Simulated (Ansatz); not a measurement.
SrF$_{2}$ (fluorite, Fm-3m), plane-wave PAW r²SCAN (Ansatz code). The conduction-band minimum lies at Γ, with 1 equivalent valley. Second derivatives d²E/dk² of the lowest band at one valley (eV·Å²), along Cartesian directions:

```tsv
direction	d²E/dk²
[100]	14.51
[010]	14.51
[001]	14.51
[110]	14.51
[101]	14.51
[011]	14.51
```

Find the principal effective masses, the density-of-states mass and the conductivity mass.

Off-diagonal terms follow from H_xy = H[110] − (H_xx + H_yy)/2, and m*/mₑ = 7.620 eV·Å² over each eigenvalue: 0.53, 0.53, 0.53. One valley's DOS mass (m₁m₂m₃)^(1/3) = 0.53, conductivity mass 3/(Σ 1/mᵢ) = 0.53 mₑ.

What effective density of states Nc follows at 300 K for parabolic valleys?

Nc = 2.509e19 × 1 × (0.53)^(3/2) ≈ 9.7e18 cm⁻³.

With the computed static dielectric constant 6.64 (mean of the diagonal), estimate a hydrogenic donor's binding energy and radius.

E = 13.606 eV × 0.53/6.64² ≈ 160 meV; a = 0.529 Å × ε/m* ≈ 6.6 Å. Semilocal masses tend to be too small where the gap is.

The r²SCAN relaxation kept the symmetry of its start; phonons on a q-mesh show no instability. Spin–orbit coupling is left out wherever it is not named.

Potentials: the later of the program's two PAW sets.
